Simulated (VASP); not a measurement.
PbSe (Clausthalite), 2 atoms in the cell. It takes space group Fm-3m (No. 225, cubic). Conventional cell: a = 6.121 Å, b = 6.121 Å, c = 6.121 Å, α = 90.00°, β = 90.00°, γ = 90.00°. Pb (site symmetry m-3m) is surrounded by 6 Se at 3.06 Å. Around Se (site symmetry m-3m) lie 6 Pb at 3.06 Å. 

```yaml
Program: VASP 6.6.1
Task: relaxation of cell and atoms
Functional: RPBE
Potentials_or_basis: VASP PAW PBE potentials, release 64 (Pb_d, Se)
Cutoff: 600 eV
k_mesh: 8 × 8 × 8
Occupations: gaussian, width 0.03 eV
Spin: no spin polarisation
Further_INCAR_settings: ALGO = Normal; EDIFF = 1e-06; IBRION = 2; EDIFFG = -0.01; NSW = 90; ISIF = 3
```

Potentials or basis: VASP PAW PBE potentials, release 64 (Pb_d, Se).

Launch:

```sh
$ cat potpaw_PBE.64/Pb_d/POTCAR potpaw_PBE.64/Se/POTCAR > POTCAR
$ mpirun -np 1 vasp_std > vasp.out
```

Hardware: 1 thread of Intel(R) Xeon(R) 6975P-C (Granite Rapids), with other jobs on the host.

Problem. Estimate the wall time of this run.

Solution. Wall time 27 s on 1 thread of Intel(R) Xeon(R) 6975P-C (Granite Rapids), with other jobs on the host, peak memory 0.22 GiB. Counts: scf iterations 30, k points 29, ion steps 3.
